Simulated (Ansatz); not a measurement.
Cu Kα1 powder pattern (kinematic, no thermal factors).
2θ (°) (relative intensity): 18.63 (12), 19.22 (48), 26.89 (100), 34.27 (9), 34.69 (100), 35.98 (47), 37.77 (4), 39.01 (5), 39.65 (2), 40.19 (16), 40.52 (35), 42.72 (62), 45.22 (5), 48.76 (2), 49.07 (8), 52.21 (2), 52.94 (35), 56.59 (2), 57.51 (11), 58.09 (19), 59.20 (23), 60.34 (2), 61.78 (1), 62.85 (3), 63.28 (1), 63.51 (1), 63.54 (49), 66.17 (12), 67.63 (13), 67.89 (23), 69.46 (16), 70.21 (4), 72.20 (1), 72.39 (1), 73.19 (2), 73.21 (2), 73.97 (7), 75.71 (21), 79.42 (1), 79.59 (10), 80.39 (1), 80.68 (3), 82.22 (5), 83.79 (5), 84.54 (4), 87.67 (12)

The pattern is computed from a structure relaxed with DFT PBE, scalar-relativistic, plane waves, PAW in Ansatz 0.2.0. No spin polarisation. Its elements are C, Si.

Problem. Give the structure.

Solution. SiC.
Space group Pmmn:1 (No. 59). a = 3.119 Å, b = 9.520 Å, c = 4.614 Å, α = 90.00°, β = 90.00°, γ = 90.00°
| atom | site | symmetry | x | y | z |
| --- | --- | --- | --- | --- | --- |
| Si | 4e | m.. | 0.0000 | 0.6503 | 0.0922 |
| Si | 2a | mm2 | 0.0000 | 0.0000 | 0.4036 |
| C | 4e | m.. | 0.5000 | 0.6508 | 0.8568 |
| C | 2b | mm2 | 0.5000 | 0.0000 | 0.6386 |

A pattern alone doesn't exclude other cells with like lines; this is the one computed.

It was reached by relaxing an invented guess, and it needn't be the stable form of this composition.
